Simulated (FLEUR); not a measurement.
# Pt (Im-3m) in FLEUR: notebook

Runs on Pt. Level: r2SCAN. Tasks: band structure.

All numbers are computed with FLEUR MaX-R8.1 (later development tree); they aren't measurements. Logs are shortened: lines on timing, memory, paths and dates and some standing lists are left out, and cuts for length are marked.

## 1. The crystal as given

The structure is cubic, space group Im-3m (No. 229). Conventional cell: a = 3.168 Å, b = 3.168 Å, c = 3.168 Å, α = 90.00°, β = 90.00°, γ = 90.00°. Pt (site symmetry m-3m) has 8 Pt at 2.74 Å as nearest neighbours.

This isn't the form of Pt at room conditions, which is fcc.

## 2. Band structure, r2SCAN

Input file inp.xml:

```xml
<?xml version="1.0" encoding="UTF-8" standalone="no"?>
<fleurInput fleurInputVersion="0.39">
   <comment>
      Pt                                                                                                  
   </comment>
   <calculationSetup>
      <cutoffs Kmax="4.1" Gmax="12.7" GmaxXC="12.7" numbands="0"/>
      <scfLoop itmax="80" minDistance="0.0001" maxIterBroyd="30" imix="Anderson" alpha="0.05" precondParam="0.0" spinf="2.0" sdNocoIR="T"/>
      <coreElectrons ctail="F" frcor="F" kcrel="0" coretail_lmax="0"/>
      <xcFunctional name="LibXC" relativisticCorrections="F">
         <LibXCName exchange="mgga_x_r2scan" correlation="mgga_c_r2scan"/>
         <AuxGGA exchange="117" correlation="130"/>
      </xcFunctional>
      <magnetism jspins="1"/>
      <soc l_soc="F" theta="0.0" phi="0.0" spav="F"/>
      <expertModes spex="0" secvar="F"/>
      <geometryOptimization l_f="F" forcealpha="1.0" forcemix="BFGS" epsdisp="0.00001" epsforce="0.00001"/>
      <ldaU l_linMix="F" mixParam="0.05" spinf="1.0"/>
   </calculationSetup>
   <cell>
      <bzIntegration valenceElectrons="18.0" mode="hist" fermiSmearingEnergy="0.00183747">
         <kPointListSelection listName="default-1"/>
         <!-- k-points included here -->
         <xi:include xmlns:xi="http://www.w3.org/2001/XInclude" href="kpts.xml"> </xi:include>
      </bzIntegration>
      <!-- symmetry operations included here -->
      <xi:include xmlns:xi="http://www.w3.org/2001/XInclude" href="sym.xml"> </xi:include>
      <bulkLattice scale="1.0">
         <bravaisMatrix>
            <row-1>   -2.9937419211138119     2.9937419211138119     2.9937419211138119</row-1>
            <row-2>    2.9937419211138119    -2.9937419211138119     2.9937419211138119</row-2>
            <row-3>    2.9937419211138119     2.9937419211138119    -2.9937419211138119</row-3>
         </bravaisMatrix>
      </bulkLattice>
   </cell>
   <atomSpecies>
      <species name="Platinum (Pt)" element="Pt" atomicNumber="78">
         <mtSphere radius="2.4" gridPoints="793" logIncrement="0.017"/>
         <atomicCutoffs lmax="10" lnonsphr="10"/>
         <electronConfig flipSpins="F">
            <coreConfig>(1s1/2) (2s1/2) (2p1/2) (2p3/2) (3s1/2) (3p1/2) (3p3/2) (4s1/2) (3d3/2) (3d5/2) (4p1/2) (4p3/2) (4d3/2) (4d5/2) (4f5/2) (4f7/2)</coreConfig>
            <valenceConfig>(5s1/2) (5p1/2) (5p3/2) (6s1/2) (5d3/2) (5d5/2)</valenceConfig>
            <stateOccupation state="(6s1/2)" spinUp="0.500000" spinDown="0.500000"/>
            <stateOccupation state="(5d3/2)" spinUp="1.800000" spinDown="1.800000"/>
            <stateOccupation state="(5d5/2)" spinUp="2.700000" spinDown="2.700000"/>
         </electronConfig>
         <energyParameters s="6" p="6" d="5" f="5"/>
         <lo type="SCLO" l="0" n="5" eDeriv="0"/>
         <lo type="SCLO" l="1" n="5" eDeriv="0"/>
         <lo type="SCLO" l="1" n="5" eDeriv="1"/>
         <lo type="SCLO" l="2" n="5" eDeriv="2"/>
         <lo type="SCLO" l="3" n="5" eDeriv="2"/>
      </species>
   </atomSpecies>
   <atomGroups>
      <atomGroup species="Platinum (Pt)">
         <relPos label="                   1">.0000000000 .0000000000 .0000000000</relPos>
         <force calculate="T" relaxXYZ="TTT"/>
      </atomGroup>
   </atomGroups>
   <output dos="F" band="F" slice="F">
      <checks vchk="F" cdinf="F"/>
      <bandDOS minEnergy="-.5*Htr" maxEnergy="0.5*Htr" sigma="0.015" storeEVData="T"/>
      <vacuumDOS vacdos="F" integ="F" star="F" nstars="0" locx1="0.0" locy1="0.0" locx2="0.0" locy2="0.0" nstm="0" tworkf="0.0"/>
      <unfoldingBand unfoldBand="F" supercellX="1" supercellY="1" supercellZ="1"/>
      <plotting iplot="0" polar="F">
         <plot TwoD="T" vec1="  1.0  0.0  0.0" vec2="  0.0  1.0  0.0" vec3="  0.0  0.0  1.0" zero="  0.0  0.0  0.0" file="plot"/>
      </plotting>
      <chargeDensitySlicing numkpt="0" minEigenval="0.0" maxEigenval="0.0" nnne="0" pallst="F"/>
      <specialOutput eonly="F"/>
      <moessbauerParams electricFieldGradient="T" isomerShift="T" coreHyperfine="T" valenceHyperfine="T"/>
      <magneticCircularDichroism mcd="F" energyLo="-10.0" energyUp="0.0"/>
   </output>
  <!-- We include the file relax.xml here to enable relaxations (see documentation) -->
  <xi:include xmlns:xi="http://www.w3.org/2001/XInclude" href="relax.xml"> <xi:fallback/> </xi:include>
</fleurInput>
```

Input file crystal.txt:

```
Pt
&input cartesian=F /
-1.5842200000  1.5842200000  1.5842200000
1.5842200000  -1.5842200000  1.5842200000
1.5842200000  1.5842200000  -1.5842200000
1.8897261246
1.0 1.0 1.0

1
78 0.0000000000  0.0000000000  0.0000000000

&kpt div1=12 div2=12 div3=12 gamma=T /
```

Input file inp.xml (bands):

```
<?xml version="1.0" encoding="UTF-8" standalone="no"?>
<fleurInput fleurInputVersion="0.39">
   <comment>
      Pt                                                                                                  
   </comment>
   <calculationSetup>
      <cutoffs Kmax="4.1" Gmax="12.7" GmaxXC="12.7" numbands="0"/>
      <scfLoop itmax="80" minDistance="0.0001" maxIterBroyd="30" imix="Anderson" alpha="0.05" precondParam="0.0" spinf="2.0" sdNocoIR="T"/>
      <coreElectrons ctail="F" frcor="F" kcrel="0" coretail_lmax="0"/>
      <xcFunctional name="LibXC" relativisticCorrections="F">
         <LibXCName exchange="mgga_x_r2scan" correlation="mgga_c_r2scan"/>
         <AuxGGA exchange="117" correlation="130"/>
      </xcFunctional>
      <magnetism jspins="1"/>
      <soc l_soc="F" theta="0.0" phi="0.0" spav="F"/>
      <expertModes spex="0" secvar="F"/>
      <geometryOptimization l_f="F" forcealpha="1.0" forcemix="BFGS" epsdisp="0.00001" epsforce="0.00001"/>
      <ldaU l_linMix="F" mixParam="0.05" spinf="1.0"/>
   </calculationSetup>
   <cell>
      <bzIntegration valenceElectrons="18.0" mode="hist" fermiSmearingEnergy="0.00183747">
         <kPointListSelection listName="path-1"/>
         <!-- k-points included here -->
         <xi:include xmlns:xi="http://www.w3.org/2001/XInclude" href="kpts.xml"> </xi:include>
      </bzIntegration>
      <!-- symmetry operations included here -->
      <xi:include xmlns:xi="http://www.w3.org/2001/XInclude" href="sym.xml"> </xi:include>
      <bulkLattice scale="1.0">
         <bravaisMatrix>
            <row-1>   -2.9937419211138119     2.9937419211138119     2.9937419211138119</row-1>
            <row-2>    2.9937419211138119    -2.9937419211138119     2.9937419211138119</row-2>
            <row-3>    2.9937419211138119     2.9937419211138119    -2.9937419211138119</row-3>
         </bravaisMatrix>
      </bulkLattice>
   </cell>
   <atomSpecies>
      <species name="Platinum (Pt)" element="Pt" atomicNumber="78">
         <mtSphere radius="2.4" gridPoints="793" logIncrement="0.017"/>
         <atomicCutoffs lmax="10" lnonsphr="10"/>
         <electronConfig flipSpins="F">
            <coreConfig>(1s1/2) (2s1/2) (2p1/2) (2p3/2) (3s1/2) (3p1/2) (3p3/2) (4s1/2) (3d3/2) (3d5/2) (4p1/2) (4p3/2) (4d3/2) (4d5/2) (4f5/2) (4f7/2)</coreConfig>
            <valenceConfig>(5s1/2) (5p1/2) (5p3/2) (6s1/2) (5d3/2) (5d5/2)</valenceConfig>
            <stateOccupation state="(6s1/2)" spinUp="0.500000" spinDown="0.500000"/>
            <stateOccupation state="(5d3/2)" spinUp="1.800000" spinDown="1.800000"/>
            <stateOccupation state="(5d5/2)" spinUp="2.700000" spinDown="2.700000"/>
         </electronConfig>
         <energyParameters s="6" p="6" d="5" f="5"/>
         <lo type="SCLO" l="0" n="5" eDeriv="0"/>
         <lo type="SCLO" l="1" n="5" eDeriv="0"/>
         <lo type="SCLO" l="1" n="5" eDeriv="1"/>
         <lo type="SCLO" l="2" n="5" eDeriv="2"/>
         <lo type="SCLO" l="3" n="5" eDeriv="2"/>
      </species>
   </atomSpecies>
   <atomGroups>
      <atomGroup species="Platinum (Pt)">
         <relPos label="                   1">.0000000000 .0000000000 .0000000000</relPos>
         <force calculate="T" relaxXYZ="TTT"/>
      </atomGroup>
   </atomGroups>
   <output dos="F" band="T" slice="F">
      <checks vchk="F" cdinf="F"/>
      <bandDOS minEnergy="-.5*Htr" maxEnergy="0.5*Htr" sigma="0.015" storeEVData="T"/>
      <vacuumDOS vacdos="F" integ="F" star="F" nstars="0" locx1="0.0" locy1="0.0" locx2="0.0" locy2="0.0" nstm="0" tworkf="0.0"/>
      <unfoldingBand unfoldBand="F" supercellX="1" supercellY="1" supercellZ="1"/>
      <plotting iplot="0" polar="F">
         <plot TwoD="T" vec1="  1.0  0.0  0.0" vec2="  0.0  1.0  0.0" vec3="  0.0  0.0  1.0" zero="  0.0  0.0  0.0" file="plot"/>
      </plotting>
      <chargeDensitySlicing numkpt="0" minEigenval="0.0" maxEigenval="0.0" nnne="0" pallst="F"/>
      <specialOutput eonly="F"/>
      <moessbauerParams electricFieldGradient="T" isomerShift="T" coreHyperfine="T" valenceHyperfine="T"/>
      <magneticCircularDichroism mcd="F" energyLo="-10.0" energyUp="0.0"/>
   </output>
  <!-- We include the file relax.xml here to enable relaxations (see documentation) -->
  <xi:include xmlns:xi="http://www.w3.org/2001/XInclude" href="relax.xml"> <xi:fallback/> </xi:include>
</fleurInput>
```

Potentials or basis: all-electron, FLAPW.

The run is started by

```
> inpgen -f crystal.txt -profile fastHighL
> # inp.xml edited to the form shown
> fleur_MPI
> fleur_MPI   # second run, on inp.xml (bands)
```

Log:

```text
Welcome to FLEUR        (www.flapw.de)
      MaX-Release 8.1          (www.max-centre.eu)
 func_ids         498         497         498         497
 MetaGGA potential functional detected - V_tau will be computed
 Auxiliary Potential for radial basis: exchange=         117  correlation=         130
The functional 'Re-regularized SCAN exchange by Furness et al' is an exchange functional, it belongs to the 'MGGA' family and is defined in the reference(s):
[1] J. W. Furness, A. D. Kaplan, J. Ning, J. P. Perdew, and J. Sun.,  J. Phys. Chem. Lett. 11, 8208-8215 (2020)
[2] J. W. Furness, A. D. Kaplan, J. Ning, J. P. Perdew, and J. Sun.,  J. Phys. Chem. Lett. 11, 9248-9248 (2020)
The functional 'Re-regularized SCAN correlation by Furness et al' is a correlation functional, it belongs to the 'MGGA' family and is defined in the reference(s):
[1] J. W. Furness, A. D. Kaplan, J. Ning, J. P. Perdew, and J. Sun.,  J. Phys. Chem. Lett. 11, 8208-8215 (2020)
[2] J. W. Furness, A. D. Kaplan, J. Ning, J. P. Perdew, and J. Sun.,  J. Phys. Chem. Lett. 11, 9248-9248 (2020)
 Using same functional for VXC and EXC

 ========== k-point set info ==========
 Selected k-point list: default-1
 k-point list type: mesh
 12 x 12 x 12
 Number of k points: 72

 ------------Calculation Setup---------------------------
 Number of MPI-tasks      :            1
 Number of PE/node        :            1
 Number of OMP-threads    :            1
 Most efficient MPI parallelization for:
           1           2           3           4           6           8           9          12          18          24          36          72
 Additional eigenvalue parallelization possible
 Number of basis functions:          175
 Approximate size of matrices (H+S) per k-point:         0.000 GB
 --------------------------------------------------------
The functional 'Hammer, Hansen, and Norskov' is an exchange functional, it belongs to the 'GGA' family and is defined in the reference(s):
[... 6 lines left out ...]
 Reset of history
 Reset of history
 Iteration:     1   Distance:      67.80296593 me/bohr^3
The functional 'Hammer, Hansen, and Norskov' is an exchange functional, it belongs to the 'GGA' family and is defined in the reference(s):
[1] B. Hammer, L. B. Hansen, and J. K. Nørskov.,  Phys. Rev. B 59, 7413 (1999)
The functional 'Perdew, Burke & Ernzerhof' is a correlation functional, it belongs to the 'GGA' family and is defined in the reference(s):
[1] J. P. Perdew, K. Burke, and M. Ernzerhof.,  Phys. Rev. Lett. 77, 3865 (1996)
[2] J. P. Perdew, K. Burke, and M. Ernzerhof.,  Phys. Rev. Lett. 78, 1396 (1997)
 Using same functional for VXC and EXC
 Iteration:     2   Distance:      63.70608495 me/bohr^3
The functional 'Hammer, Hansen, and Norskov' is an exchange functional, it belongs to the 'GGA' family and is defined in the reference(s):
[1] B. Hammer, L. B. Hansen, and J. K. Nørskov.,  Phys. Rev. B 59, 7413 (1999)
The functional 'Perdew, Burke & Ernzerhof' is a correlation functional, it belongs to the 'GGA' family and is defined in the reference(s):
[1] J. P. Perdew, K. Burke, and M. Ernzerhof.,  Phys. Rev. Lett. 77, 3865 (1996)
[2] J. P. Perdew, K. Burke, and M. Ernzerhof.,  Phys. Rev. Lett. 78, 1396 (1997)
 Using same functional for VXC and EXC
 Iteration:     3   Distance:      60.44660799 me/bohr^3
The functional 'Hammer, Hansen, and Norskov' is an exchange functional, it belongs to the 'GGA' family and is defined in the reference(s):
[1] B. Hammer, L. B. Hansen, and J. K. Nørskov.,  Phys. Rev. B 59, 7413 (1999)
The functional 'Perdew, Burke & Ernzerhof' is a correlation functional, it belongs to the 'GGA' family and is defined in the reference(s):
[1] J. P. Perdew, K. Burke, and M. Ernzerhof.,  Phys. Rev. Lett. 77, 3865 (1996)
[2] J. P. Perdew, K. Burke, and M. Ernzerhof.,  Phys. Rev. Lett. 78, 1396 (1997)
 Using same functional for VXC and EXC
 Iteration:     4   Distance:       9.64856238 me/bohr^3
The functional 'Hammer, Hansen, and Norskov' is an exchange functional, it belongs to the 'GGA' family and is defined in the reference(s):
[1] B. Hammer, L. B. Hansen, and J. K. Nørskov.,  Phys. Rev. B 59, 7413 (1999)
The functional 'Perdew, Burke & Ernzerhof' is a correlation functional, it belongs to the 'GGA' family and is defined in the reference(s):
[1] J. P. Perdew, K. Burke, and M. Ernzerhof.,  Phys. Rev. Lett. 77, 3865 (1996)
[2] J. P. Perdew, K. Burke, and M. Ernzerhof.,  Phys. Rev. Lett. 78, 1396 (1997)
 Using same functional for VXC and EXC
 Iteration:     5   Distance:       2.48071012 me/bohr^3
The functional 'Hammer, Hansen, and Norskov' is an exchange functional, it belongs to the 'GGA' family and is defined in the reference(s):
[... 32 lines left out ...]
 Using same functional for VXC and EXC
 Iteration:    10   Distance:       0.00405419 me/bohr^3
The functional 'Hammer, Hansen, and Norskov' is an exchange functional, it belongs to the 'GGA' family and is defined in the reference(s):
[1] B. Hammer, L. B. Hansen, and J. K. Nørskov.,  Phys. Rev. B 59, 7413 (1999)
The functional 'Perdew, Burke & Ernzerhof' is a correlation functional, it belongs to the 'GGA' family and is defined in the reference(s):
[1] J. P. Perdew, K. Burke, and M. Ernzerhof.,  Phys. Rev. Lett. 77, 3865 (1996)
[2] J. P. Perdew, K. Burke, and M. Ernzerhof.,  Phys. Rev. Lett. 78, 1396 (1997)
 Using same functional for VXC and EXC
 Iteration:    11   Distance:       0.00401066 me/bohr^3
The functional 'Hammer, Hansen, and Norskov' is an exchange functional, it belongs to the 'GGA' family and is defined in the reference(s):
[1] B. Hammer, L. B. Hansen, and J. K. Nørskov.,  Phys. Rev. B 59, 7413 (1999)
The functional 'Perdew, Burke & Ernzerhof' is a correlation functional, it belongs to the 'GGA' family and is defined in the reference(s):
[1] J. P. Perdew, K. Burke, and M. Ernzerhof.,  Phys. Rev. Lett. 77, 3865 (1996)
[2] J. P. Perdew, K. Burke, and M. Ernzerhof.,  Phys. Rev. Lett. 78, 1396 (1997)
 Using same functional for VXC and EXC
 Iteration:    12   Distance:       0.00036118 me/bohr^3
The functional 'Hammer, Hansen, and Norskov' is an exchange functional, it belongs to the 'GGA' family and is defined in the reference(s):
[1] B. Hammer, L. B. Hansen, and J. K. Nørskov.,  Phys. Rev. B 59, 7413 (1999)
The functional 'Perdew, Burke & Ernzerhof' is a correlation functional, it belongs to the 'GGA' family and is defined in the reference(s):
[1] J. P. Perdew, K. Burke, and M. Ernzerhof.,  Phys. Rev. Lett. 77, 3865 (1996)
[2] J. P. Perdew, K. Burke, and M. Ernzerhof.,  Phys. Rev. Lett. 78, 1396 (1997)
 Using same functional for VXC and EXC
 Iteration:    13   Distance:       0.00007166 me/bohr^3

 ********************************************************************
 Run finished successfully
 Stop message:
   all done
 ********************************************************************
```

It took 43 s on 1 thread of Intel Xeon at 2.50GHz (Skylake/Cascade Lake), shared host; peak memory 0.08 GiB.

Results:

```
Free energy                                           : -501915.1804 eV
Band gap along the path                               : none (metal or under the smearing width)
Valence electrons inside the program's atomic spheres : Pt 16.13 (radii Pt 2.4 bohr)
```

Levels at the corners of the path, in eV from the Fermi level:
```tsv
point	band 7	band 8	band 9	band 10	band 11	band 12
Γ	-3.51	-3.51	-1.03	-1.03	18.02	18.02
H	0.62	0.62	0.62	8.16	8.16	8.16
N	-1.20	-0.72	0.56	1.16	6.65	14.07
Γ	-3.51	-3.51	-1.03	-1.03	18.02	18.02
P	-4.27	-0.65	-0.65	5.12	9.94	9.94
H	0.62	0.62	0.62	8.16	8.16	8.16
P	-4.27	-0.65	-0.65	5.12	9.94	9.94
N	-1.20	-0.72	0.56	1.16	6.65	14.07
```

Core levels (eV from the Fermi level):
| atom | levels |
| --- | --- |
| 1 Pt | 1s1/2 -78314.1, 2s1/2 -13743.7, 2p1/2 -13169.4, 2p3/2 -11440.2, 3s1/2 -3225.0, 3p1/2 -2967.9, 3p3/2 -2587.8, 4s1/2 -690.0, 3d3/2 -2160.9, 3d5/2 -2079.0, 4p1/2 -581.0, 4p3/2 -490.5, 4d3/2 -312.3, 4d5/2 -295.4, 4f5/2 -67.8, 4f7/2 -64.4 |

Caveat: the meta-GGA is that of a development version, with a GGA for the radial functions and cores and without core tails; spin-orbit coupling is left out, which moves the levels of the heavy elements.

[end of part 1 of 2]
